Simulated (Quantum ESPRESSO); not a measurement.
# PbS (Galena) (Fm-3m) in Quantum ESPRESSO: a series of runs

The runs below take PbS (Galena) through dielectric tensor, phonons, with LDA, PBE.

Program: Quantum ESPRESSO 7.5. These are calculated values, not measurements. Logs are shortened: lines on timing, memory, paths and dates and some standing lists are left out, and cuts for length are marked.

**The experiment to reproduce.**

A printed reference work, monograph reports, for a bulk crystal of PbS at 300 K: high-frequency dielectric constant 17.2.

The runs below are set against these values where they give the same quantity.

## 1. Starting point

The structure is cubic, space group Fm-3m (No. 225). Conventional cell: a = 5.931 Å, b = 5.931 Å, c = 5.931 Å, α = 90.00°, β = 90.00°, γ = 90.00°. Pb (site symmetry m-3m) is surrounded by 6 S at 2.97 Å. S (site symmetry m-3m) has 6 Pb at 2.97 Å as nearest neighbours.

## 2. Dielectric tensor, LDA

File pw.in:

```
&CONTROL
  calculation = 'scf'
  prefix = 'pwscf'
  outdir = './tmp'
  pseudo_dir = './pseudo'
  tprnfor = .true.
  tstress = .true.
  disk_io = 'low'
/
&SYSTEM
  ibrav = 0
  nat = 2
  ntyp = 2
  ecutwfc = 56
  nbnd = 16
  occupations = 'smearing'
  smearing = 'fd'
  degauss = 0.00367493
/
&ELECTRONS
  conv_thr = 4d-10
  electron_maxstep = 120
  mixing_beta = 0.5
/
ATOMIC_SPECIES
Pb   207.2000 Pb.upf
S     32.0600 S.upf
CELL_PARAMETERS angstrom
   0.0000000000    2.9657500000    2.9657500000
   2.9657500000    0.0000000000    2.9657500000
   2.9657500000    2.9657500000    0.0000000000
ATOMIC_POSITIONS angstrom
Pb     0.0000000000    0.0000000000    0.0000000000
S      2.9657500000    2.9657500000    2.9657500000
K_POINTS automatic
4 4 4 1 1 1
```

File gamma.in:

```
&CONTROL
  calculation = 'bands'
  prefix = 'pwscf'
  outdir = './tmp'
  pseudo_dir = './pseudo'
  disk_io = 'low'
  verbosity = 'high'
/
&SYSTEM
  ibrav = 0
  nat = 2
  ntyp = 2
  ecutwfc = 56
  nbnd = 16
  occupations = 'smearing'
  smearing = 'fd'
  degauss = 0.00367493
/
&ELECTRONS
  conv_thr = 1d-08
  electron_maxstep = 120
  mixing_beta = 0.5
  diago_full_acc = .true.
  startingwfc = 'random'
/
ATOMIC_SPECIES
Pb   207.2000 Pb.upf
S     32.0600 S.upf
CELL_PARAMETERS angstrom
   0.0000000000    2.9657500000    2.9657500000
   2.9657500000    0.0000000000    2.9657500000
   2.9657500000    2.9657500000    0.0000000000
ATOMIC_POSITIONS angstrom
Pb     0.0000000000    0.0000000000    0.0000000000
S      2.9657500000    2.9657500000    2.9657500000
K_POINTS crystal
1
0.0 0.0 0.0 1
```

File scf2.in:

```
&CONTROL
  calculation = 'scf'
  prefix = 'pwscf'
  outdir = './tmp'
  pseudo_dir = './pseudo'
  tprnfor = .true.
  tstress = .true.
  disk_io = 'low'
/
&SYSTEM
  ibrav = 0
  nat = 2
  ntyp = 2
  ecutwfc = 56
  nbnd = 16
  occupations = 'fixed'
/
&ELECTRONS
  conv_thr = 1d-13
  electron_maxstep = 120
  mixing_beta = 0.5
  startingpot = 'file'
/
ATOMIC_SPECIES
Pb   207.2000 Pb.upf
S     32.0600 S.upf
CELL_PARAMETERS angstrom
   0.0000000000    2.9657500000    2.9657500000
   2.9657500000    0.0000000000    2.9657500000
   2.9657500000    2.9657500000    0.0000000000
ATOMIC_POSITIONS angstrom
Pb     0.0000000000    0.0000000000    0.0000000000
S      2.9657500000    2.9657500000    2.9657500000
K_POINTS automatic
4 4 4 1 1 1
```

File ph.in:

```
dielectric of PbS
&INPUTPH
  prefix = 'pwscf'
  outdir = './tmp'
  tr2_ph = 1d-18
  fildyn = 'dyn'
  niter_ph = 90
  alpha_mix(1) = 0.7
  epsil = .true.
  trans = .false.
  zeu = .true.
/
0.0000000000 0.0000000000 0.0000000000
```

Potentials or basis: PseudoDojo 0.4.1 SR LDA standard.

On the command line:

```console
OMP_NUM_THREADS=1 pw.x -in pw.in > pw.out
OMP_NUM_THREADS=1 pw.x -in gamma.in > gamma.out
OMP_NUM_THREADS=1 pw.x -in scf2.in > scf2.out
OMP_NUM_THREADS=1 ph.x -in ph.in > ph.out
```

pw.out:

```text
This program is part of the open-source Quantum ESPRESSO suite
     for quantum simulation of materials; please cite
[... 9 lines left out ...]
     --------------------
     sticks:   dense  smooth     PW     G-vecs:    dense   smooth      PW
     Sum         955     955    295                19891    19891    3287

     Using Slab Decomposition

     bravais-lattice index     =            0
     lattice parameter (alat)  =       7.9259  a.u.
     unit-cell volume          =     352.0710 (a.u.)^3
     number of atoms/cell      =            2
     number of atomic types    =            2
     number of electrons       =        20.00
     number of Kohn-Sham states=           16
     kinetic-energy cutoff     =      56.0000  Ry
     charge density cutoff     =     224.0000  Ry
     scf convergence threshold =      4.0E-10
     mixing beta               =       0.5000
     number of iterations used =            8  plain     mixing
     Exchange-correlation= SLA  PW   NOGX NOGC
                           (   1   4   0   0   0   0   0)

     celldm(1)=   7.925897  celldm(2)=   0.000000  celldm(3)=   0.000000
     celldm(4)=   0.000000  celldm(5)=   0.000000  celldm(6)=   0.000000

[... 8 lines left out ...]
               b(3) = (  0.707107  0.707107 -0.707107 )

     PseudoPot. # 1 for Pb read from file:
     Pb.upf
     Pseudo is Norm-conserving + core correction, Zval = 14.0
     Generated using ONCVPSP code by D. R. Hamann
     Using radial grid of 1638 points,  6 beta functions with:
                l(1) =   0
                l(2) =   0
                l(3) =   1
                l(4) =   1
                l(5) =   2
                l(6) =   2

     PseudoPot. # 2 for S  read from file:
     S.upf
     Pseudo is Norm-conserving + core correction, Zval =  6.0
     Generated using ONCVPSP code by D. R. Hamann
     Using radial grid of 1132 points,  6 beta functions with:
                l(1) =   0
                l(2) =   0
                l(3) =   1
                l(4) =   1
                l(5) =   2
                l(6) =   2

     atomic species   valence    mass     pseudopotential
     Pb               14.00   207.20000     Pb( 1.00)
     S                 6.00    32.06000     S ( 1.00)

     48 Sym. Ops., with inversion, found

   Cartesian axes

     site n.     atom                  positions (alat units)
         1        Pb     tau(   1) = (   0.0000000   0.0000000   0.0000000  )
         2        S      tau(   2) = (   0.7071068   0.7071068   0.7071068  )

     number of k points=    10  Fermi-Dirac smearing, width (Ry)=  0.0037
                       cart. coord. in units 2pi/alat
        k(    1) = (   0.0883883   0.0883883   0.0883883), wk =   0.0625000
        k(    2) = (   0.2651650   0.2651650  -0.0883883), wk =   0.1875000
        k(    3) = (  -0.2651650  -0.2651650   0.4419417), wk =   0.1875000
        k(    4) = (  -0.0883883  -0.0883883   0.2651650), wk =   0.1875000
        k(    5) = (   0.4419417   0.0883883   0.0883883), wk =   0.1875000
        k(    6) = (  -0.0883883  -0.4419417   0.6187184), wk =   0.3750000
        k(    7) = (   0.0883883  -0.2651650   0.4419417), wk =   0.3750000
        k(    8) = (  -0.6187184   0.0883883   0.0883883), wk =   0.1875000
        k(    9) = (   0.2651650   0.2651650   0.2651650), wk =   0.0625000
        k(   10) = (  -0.2651650  -0.2651650   0.7954951), wk =   0.1875000

     Dense  grid:    19891 G-vectors     FFT dimensions: (  40,  40,  40)

     Initial potential from superposition of free atoms

     starting charge      19.9983, renormalised to      20.0000
     Starting wfcs are   13 randomized atomic wfcs +    3 random wfcs

     Self-consistent Calculation

     iteration #  1     ecut=    56.00 Ry     beta= 0.50
     Davidson diagonalization with overlap
     ethr =  1.00E-02,  avg # of iterations =  5.6

     Threshold (ethr) on eigenvalues was too large:
     Diagonalizing with lowered threshold

     Davidson diagonalization with overlap
     ethr =  5.71E-04,  avg # of iterations =  1.5

     total energy              =    -162.68420314 Ry
     estimated scf accuracy    <       0.11086407 Ry

     iteration #  2     ecut=    56.00 Ry     beta= 0.50
     Davidson diagonalization with overlap
     ethr =  5.54E-04,  avg # of iterations =  2.1

     total energy              =    -162.71472537 Ry
     estimated scf accuracy    <       0.01815627 Ry

     iteration #  3     ecut=    56.00 Ry     beta= 0.50
     Davidson diagonalization with overlap
     ethr =  9.08E-05,  avg # of iterations =  3.7

     total energy              =    -162.71794037 Ry
     estimated scf accuracy    <       0.00083878 Ry

     iteration #  4     ecut=    56.00 Ry     beta= 0.50
     Davidson diagonalization with overlap
     ethr =  4.19E-06,  avg # of iterations =  7.5

     total energy              =    -162.71799951 Ry
     estimated scf accuracy    <       0.00001728 Ry

     iteration #  5     ecut=    56.00 Ry     beta= 0.50
     Davidson diagonalization with overlap
     ethr =  8.64E-08,  avg # of iterations =  2.1

     total energy              =    -162.71799688 Ry
     estimated scf accuracy    <       0.00000657 Ry

     iteration #  6     ecut=    56.00 Ry     beta= 0.50
     Davidson diagonalization with overlap
     ethr =  3.28E-08,  avg # of iterations =  2.0

     total energy              =    -162.71799815 Ry
     estimated scf accuracy    <       0.00000437 Ry

     iteration #  7     ecut=    56.00 Ry     beta= 0.50
     Davidson diagonalization with overlap
     ethr =  2.18E-08,  avg # of iterations =  1.0

     total energy              =    -162.71799831 Ry
     estimated scf accuracy    <       0.00000046 Ry

     iteration #  8     ecut=    56.00 Ry     beta= 0.50
     Davidson diagonalization with overlap
     ethr =  2.31E-09,  avg # of iterations =  2.0

     total energy              =    -162.71799836 Ry
     estimated scf accuracy    <       0.00000001 Ry

     iteration #  9     ecut=    56.00 Ry     beta= 0.50
     Davidson diagonalization with overlap
     ethr =  5.62E-11,  avg # of iterations =  2.9

     total energy              =    -162.71799836 Ry
     estimated scf accuracy    <          2.3E-09 Ry

     iteration # 10     ecut=    56.00 Ry     beta= 0.50
     Davidson diagonalization with overlap
     ethr =  1.16E-11,  avg # of iterations =  2.0

     End of self-consistent calculation

          k = 0.0884 0.0884 0.0884 (  2508 PWs)   bands (ev):

    -8.3203  -8.3197  -8.3197  -8.3105  -8.3105  -5.0511   1.8066   6.2928
     6.2928   6.5715  12.2446  12.6882  12.6882  14.9669  15.4042  15.4042

          k = 0.2652 0.2652-0.0884 (  2492 PWs)   bands (ev):

    -8.3372  -8.3320  -8.3166  -8.2959  -8.2858  -4.3965   0.4625   5.5213
     6.7120   7.7910   9.6623  10.7178  12.1919  15.6653  16.1363  17.9234

          k =-0.2652-0.2652 0.4419 (  2490 PWs)   bands (ev):

    -8.3596  -8.3350  -8.3145  -8.2821  -8.2708  -3.8404  -0.3934   5.8323
     6.2747   7.3649   9.5673  10.8252  11.3095  16.1055  18.2971  18.6490

          k =-0.0884-0.0884 0.2652 (  2518 PWs)   bands (ev):

    -8.3406  -8.3250  -8.3153  -8.3019  -8.2930  -4.6986   1.1074   5.9342
     6.0085   7.3881  10.2635  12.2884  12.5561  14.2086  16.6454  16.9911

          k = 0.4419 0.0884 0.0884 (  2487 PWs)   bands (ev):

    -8.3972  -8.3341  -8.3027  -8.2810  -8.2739  -4.0796   0.6387   5.2676
     5.4480   5.8749  11.3821  12.4165  12.8901  13.7316  18.6835  18.7747

          k =-0.0884-0.4419 0.6187 (  2494 PWs)   bands (ev):

    -8.4195  -8.3193  -8.3090  -8.2859  -8.2627  -3.4964   0.2179   3.9595
     4.6286   6.8621  10.8463  12.5705  13.0553  15.2575  17.5693  19.9590

          k = 0.0884-0.2652 0.4419 (  2480 PWs)   bands (ev):

    -8.3766  -8.3237  -8.3151  -8.2864  -8.2752  -3.8930   0.0725   4.9428
     5.7270   7.2121  10.1032  11.4921  12.4030  15.3445  18.0600  18.6014

          k =-0.6187 0.0884 0.0884 (  2482 PWs)   bands (ev):

    -8.4501  -8.3405  -8.2919  -8.2652  -8.2617  -3.5346   0.7114   3.5861
     5.1228   5.2755  12.1899  13.3221  13.3694  13.9103  19.8407  19.8734

          k = 0.2652 0.2652 0.2652 (  2488 PWs)   bands (ev):

    -8.3400  -8.3400  -8.3184  -8.2789  -8.2789  -4.1700  -0.1272   6.5694
     6.5694   7.8200   9.3772  10.5720  10.5720  15.9892  17.5169  17.5169

          k =-0.2652-0.2652 0.7955 (  2493 PWs)   bands (ev):

    -8.3877  -8.3219  -8.3063  -8.2901  -8.2745  -3.6386  -0.1235   4.3330
     6.0321   6.7601  10.4578  11.2844  12.7331  16.1122  17.7145  17.7809

     the Fermi energy is     8.6215 ev

!    total energy              =    -162.71799836 Ry
     estimated scf accuracy    <          2.5E-11 Ry
     smearing contrib. (-TS)   =      -0.00000000 Ry
     internal energy E=F+TS    =    -162.71799836 Ry

     The total energy is F=E-TS. E is the sum of the following terms:
     one-electron contribution =     -36.07453838 Ry
     hartree contribution      =      30.37822946 Ry
     xc contribution           =     -45.79204535 Ry
     ewald contribution        =    -111.22964409 Ry

     convergence has been achieved in  10 iterations

     Forces acting on atoms (cartesian axes, Ry/au):

     atom    1 type  1   force =    -0.00000000    0.00000000   -0.00000000
     atom    2 type  2   force =     0.00000000    0.00000000    0.00000000

     Total force =     0.000000     Total SCF correction =     0.000000

     Computing stress (Cartesian axis) and pressure

          total   stress  (Ry/bohr**3)                   (kbar)     P=      -27.31
  -0.00018564   0.00000000   0.00000000          -27.31        0.00        0.00
   0.00000000  -0.00018564   0.00000000            0.00      -27.31        0.00
   0.00000000   0.00000000  -0.00018564            0.00        0.00      -27.31

=------------------------------------------------------------------------------=
   JOB DONE.
=------------------------------------------------------------------------------=
```

Wall time 70 s (1 thread of Arm Neoverse V1, shared host); peak memory 0.06 GiB.

Results:

| Property | Result |
| --- | --- |
| Free energy | -2213.8912 eV |
| Pressure | -2.7 GPa |
| Electronic dielectric tensor (diagonal) | 13.16 |
| Born charges (mean of the diagonal) | Pb +4.56; S -4.09 e |

Electronic dielectric tensor:
```
13.16  0.00  0.00
 0.00 13.16  0.00
 0.00  0.00 13.16
```

Born effective charge tensors (e):
atom 1, Pb
```
4.56 0.00 0.00
0.00 4.56 0.00
0.00 0.00 4.56
```
atom 2, S
```
-4.09  0.00  0.00
 0.00 -4.09  0.00
 0.00  0.00 -4.09
```

Caveat: the mesh is thin for the dielectric tensor, Born charges and intensities, which usually come out too large; the Born charges break their sum rule by 0.46 e, a sign of too thin a mesh. The run has no spin-orbit coupling, so splittings on Pb are missing.

## 3. Dielectric tensor, LDA

pw.in: that of step 2 with these lines changed.

```diff
@@ -35,2 +35,2 @@
 K_POINTS automatic
-4 4 4 1 1 1
+6 6 6 1 1 1
```

gamma.in is that of step 2.

scf2.in: that of step 2 with these lines changed.

```diff
@@ -34,2 +34,2 @@
 K_POINTS automatic
-4 4 4 1 1 1
+6 6 6 1 1 1
```

ph.in is that of step 2.

Potentials or basis: PseudoDojo 0.4.1 SR LDA standard.

On the command line:

```console
OMP_NUM_THREADS=1 pw.x -in pw.in > pw.out
OMP_NUM_THREADS=1 pw.x -in gamma.in > gamma.out
OMP_NUM_THREADS=1 pw.x -in scf2.in > scf2.out
OMP_NUM_THREADS=1 ph.x -in ph.in > ph.out
```

pw.out:

```text
This program is part of the open-source Quantum ESPRESSO suite
     for quantum simulation of materials; please cite
         "P. Giannozzi et al., J. Phys.:Condens. Matter 21 395502 (2009);
         "P. Giannozzi et al., J. Phys.:Condens. Matter 29 465901 (2017);
         "P. Giannozzi et al., J. Chem. Phys. 152 154105 (2020);
     in publications or presentations arising from this work. More details at

     Message from routine setup:
     using ibrav=0 with symmetry is DISCOURAGED, use correct ibrav instead

     G-vector sticks info
     --------------------
     sticks:   dense  smooth     PW     G-vecs:    dense   smooth      PW
     Sum         955     955    301                19891    19891    3383

     Using Slab Decomposition

     bravais-lattice index     =            0
     lattice parameter (alat)  =       7.9259  a.u.
     unit-cell volume          =     352.0710 (a.u.)^3
     number of atoms/cell      =            2
     number of atomic types    =            2
[... 257 lines left out ...]
     4.9463   6.1546  11.6010  12.5133  12.7527  14.4075  19.0159  19.5144

          k =-0.4125 0.0589 0.0589 (  2487 PWs)   bands (ev):
[... 51 lines left out ...]
    -8.3640  -8.3300  -8.3081  -8.2820  -8.2714  -3.7563  -0.3404   5.1888
     6.3095   7.2634   9.7559  10.8005  11.9844  16.4875  17.6642  17.9057

     the Fermi energy is     8.5323 ev

!    total energy              =    -162.71654079 Ry
     estimated scf accuracy    <          4.3E-11 Ry
     smearing contrib. (-TS)   =      -0.00000009 Ry
     internal energy E=F+TS    =    -162.71654069 Ry

     The total energy is F=E-TS. E is the sum of the following terms:
     one-electron contribution =     -36.07622975 Ry
     hartree contribution      =      30.38309663 Ry
     xc contribution           =     -45.79376349 Ry
     ewald contribution        =    -111.22964409 Ry

     convergence has been achieved in  10 iterations

     Forces acting on atoms (cartesian axes, Ry/au):

     atom    1 type  1   force =    -0.00000000   -0.00000000    0.00000000
     atom    2 type  2   force =    -0.00000000   -0.00000000    0.00000000

     Total force =     0.000000     Total SCF correction =     0.000000

     Computing stress (Cartesian axis) and pressure

          total   stress  (Ry/bohr**3)                   (kbar)     P=      -25.86
  -0.00017581  -0.00000000  -0.00000000          -25.86       -0.00       -0.00
  -0.00000000  -0.00017581  -0.00000000           -0.00      -25.86       -0.00
  -0.00000000  -0.00000000  -0.00017581           -0.00       -0.00      -25.86

=------------------------------------------------------------------------------=
   JOB DONE.
=------------------------------------------------------------------------------=
```

gamma.out:

```text
This program is part of the open-source Quantum ESPRESSO suite
     for quantum simulation of materials; please cite
         "P. Giannozzi et al., J. Phys.:Condens. Matter 21 395502 (2009);
         "P. Giannozzi et al., J. Phys.:Condens. Matter 29 465901 (2017);
         "P. Giannozzi et al., J. Chem. Phys. 152 154105 (2020);
     in publications or presentations arising from this work. More details at
[... 585 lines left out ...]

    -8.3187  -8.3187  -8.3187  -8.3089  -8.3089  -5.1831   2.2526   6.2559
     6.2559   6.2559  13.4577  13.4577  13.4577  15.0343  15.0343  15.0343

=------------------------------------------------------------------------------=
   JOB DONE.
=------------------------------------------------------------------------------=
```

It took 3.2 min on 1 thread of Arm Neoverse V1, shared host; peak memory 0.06 GiB.

What came out:

| Property | Result |
| --- | --- |
| Free energy | -2213.8713 eV |
| Pressure | -2.6 GPa |
| Electronic dielectric tensor (diagonal) | 17.30 |
| Born charges (mean of the diagonal) | Pb +4.58; S -4.55 e |

Electronic dielectric tensor:
```
17.30  0.00  0.00
 0.00 17.30  0.00
 0.00  0.00 17.30
```

Born effective charge tensors (e):
atom 1, Pb
```
4.58 0.00 0.00
0.00 4.58 0.00
0.00 0.00 4.58
```
atom 2, S
```
-4.55  0.00  0.00
 0.00 -4.55  0.00
 0.00  0.00 -4.55
```

The run has no spin-orbit coupling, so splittings on Pb are missing.

[end of part 1 of 3]
